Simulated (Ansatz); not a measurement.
KBr (started from an entry of an open crystallographic database), relaxed with r2SCAN, was run in the PAW code Ansatz under altered settings. All numbers are computed, without spin polarisation but where a row says otherwise.

```xyz
2
Lattice="0.0000 3.3024 3.3024 3.3024 0.0000 3.3024 3.3024 3.3024 0.0000" Properties=species:S:1:pos:R:3 pbc="T T T"
K     0.0000    0.0000    0.0000
Br    3.3024    3.3024    3.3024
```

The base run's other keys:
```yaml
kpoints:
  mp_grid: { grid: [4, 4, 4] }
hamiltonian:
  xc: hse06
scf:
  occupations: { method: fixed }
  n_extra_bands: 4
```

It takes 10 iterations with 1411 plane waves at 420 eV and 8 k points, and leaves a mean stress of +0.43 GPa. The gap over this mesh is 5.596 eV. It ran on 4 threads of Arm Neoverse N1, with other jobs on the host.

Outcomes, with energy and stress as changes against the base:
```
                                    setting            outcome  ΔF (meV/atom)  Δ mean stress (GPa)  gap on the mesh (eV)  iterations  wall time
     PBE hybrid, exx coeff 0.35, unscreened          converged              –                 -0.1                 7.079          12      8.2 s
PBE hybrid, exx coeff 0.4, omega 0.2078 1/Å          converged              –                 -0.2                 6.317          13      9.6 s
PBE hybrid, exx coeff 1.0, omega 0.2078 1/Å          converged              –                 -0.8                 9.315          18       11 s
  PBE hybrid, exx coeff 0.05, omega 0.1 1/Å          converged              –                 +0.2                 4.726           9      7.8 s
             crystal.symmetry.detect: false  converged, warned            0.0                  0.0                 5.596          12       94 s
```
A dash marks a value that wasn't obtained or can't be compared. Stress is positive in compression. The base took 8.3 s.

- PBE hybrid, exx coeff 0.35, unscreened. That is 35 % exact exchange, at all ranges, against HSE06's 25 % screened at 0.208 1/Å. The mean stress moves by -0.1 GPa and the gap on the mesh by +1.483 eV (to 7.079). Totals of different functionals aren't comparable.
- PBE hybrid, exx coeff 0.4, omega 0.2078 1/Å. That is 40 % exact exchange, screened with ω = 0.2078 1/Å, against HSE06's 25 % screened at 0.208 1/Å. The mean stress moves by -0.2 GPa and the gap on the mesh by +0.721 eV (to 6.317). Totals of different functionals aren't comparable.
- PBE hybrid, exx coeff 1.0, omega 0.2078 1/Å. That is 100 % exact exchange, screened with ω = 0.2078 1/Å, against HSE06's 25 % screened at 0.208 1/Å. The mean stress moves by -0.8 GPa and the gap on the mesh by +3.719 eV (to 9.315). Totals of different functionals aren't comparable.
- PBE hybrid, exx coeff 0.05, omega 0.1 1/Å. That is 5 % exact exchange, screened with ω = 0.1 1/Å, against HSE06's 25 % screened at 0.208 1/Å. The mean stress moves by +0.2 GPa and the gap on the mesh by -0.870 eV (to 4.726). Totals of different functionals aren't comparable. The program warns that on this mesh the truncation of the exchange isn't bounded, so part of the change can be an error of the mesh.
- crystal.symmetry.detect: false. It converges in 12 iterations against the base's 10, on 64 k points in place of 8. The result is the base's, as it should be for a key that only affects how the solution is found. Warned: hybrid solves reversed points apart.

Within 1 meV an atom, 0.1 GPa and 0.005 eV of the base stay: crystal.symmetry.detect: false.

The runs are scalar-relativistic, without spin-orbit coupling.

The stress of a hybrid is loosely converged in these runs.

The meshes of the hybrids are coarse, so their gaps aren't converged to the digits shown.
